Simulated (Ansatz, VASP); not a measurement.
# TiTe2: VASP beside Ansatz

```
Ti Te
1.0
     1.88006    1.08545    6.81515
    -1.88006    1.08545    6.81515
     0.00000   -2.17091    6.81515
Ti Te
1 2
Cartesian
  0.0000 0.0000 -0.0062
  0.0000 0.0000 8.5694
  0.0000 0.0000 5.0672
```

The cell was built by a generator and needn't be a form met in nature.

Alike in both runs: task single point; functional PBE; k mesh 6 × 6 × 6; occupations fermi-dirac, width 0.02 eV; no spin polarisation.

```csv
,VASP,Ansatz
version,VASP 6.6.1,Ansatz 0.2.0
potentials or method,"VASP PAW PBE potentials, release 64 (Ti_sv, Te)","plane waves, PAW"
plane-wave cutoff (eV),520,420
valence electrons in the cell,24,44
```

VASP gave:

```
pressure (GPa)                                  : 1.0
largest component of the traceless stress (GPa) : 0.31
rms of the force components (eV/Å)              : 0.068
```

**Question.** Estimate Ansatz's values.

**Answer.** Pressure (GPa): 1.1; largest component of the traceless stress (GPa): 0.30; rms of the force components (eV/Å): 0.062.

Atom by atom the forces differ by 0.006 eV/Å (rms over components). With one functional, cell and mesh, what is left measures potentials, basis and numerics. The two sets of potentials don't hold the same shells in valence.

The runs have no spin-orbit coupling, so splittings on Te are missing.
